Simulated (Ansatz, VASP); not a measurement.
Two plane-wave programs on W

INCAR

```
SYSTEM = W
  PREC = Accurate
  ENCUT = 520
  EDIFF = 1E-6
  ISMEAR = 0
  SIGMA = 0.15
  LREAL = .FALSE.
  LASPH = .TRUE.
  NELM = 100
  ALGO = Normal
  ISIF = 2
  LWAVE = .FALSE.
  LCHARG = .TRUE.
  GGA = PS
  LELF = .TRUE.
  LVHAR = .TRUE.
  NBANDS = 13
```

The input KPOINTS:

```
Automatic mesh
0
G
  20 20 20
  0 0 0
```

POSCAR

```
W
1.0
    0.0000000000      2.0300000000      1.9995500000
    2.0300000000      0.0000000000      1.9995500000
    2.0300000000      2.0300000000      0.0000000000
W
1
Direct
    0.0000000000      0.0000000000      0.0000000000
```

Input for Ansatz:

```yaml
crystal:
  lattice:
    - [0.0, 2.03, 1.99955]
    - [2.03, 0.0, 1.99955]
    - [2.03, 2.03, 0.0]
  atoms:
    - { symbol: W, position: [0.0, 0.0, 0.0] }
basis:
  ecutwfc: 420
kpoints:
  mp_grid: { grid: [20, 20, 20] }
hamiltonian:
  xc: pbesol
scf:
  occupations: { method: gaussian, width: 0.15 }
output:
  forces: true
  stress: true
  eigenvalues: true
  write_density: true
  write_potential: true
  elf: true
  volumetric_format: npy
```

Change from the starting cell: strain +0.000 along x and y, -0.015 along z, atoms carried along.

Alike in both runs: task single point; functional PBEsol; k mesh 20 × 20 × 20; occupations gaussian, width 0.15 eV; no spin polarisation.

```csv
,VASP,Ansatz
version,VASP 6.6.1,Ansatz 0.2.0
potentials or method,"VASP PAW PBE potentials, release 64 (W_sv)","scalar-relativistic, plane waves, PAW"
plane-wave cutoff (eV),520,420
valence electrons in the cell,14,14
```

```csv
,VASP,Ansatz,Ansatz less VASP
gap on the k mesh at the Fermi level (eV),none,none,-
pressure (GPa),-8.2,-8.7,-0.54
largest component of the traceless stress (GPa),3.56,3.52,-0.038
```

A gap of «none» marks a metal or a gap that the smearing closes.

Caveats: the PAW data sets were made with another functional, which shifts forces and pressure a little (VASP). The runs have no spin-orbit coupling, so splittings on W are missing.
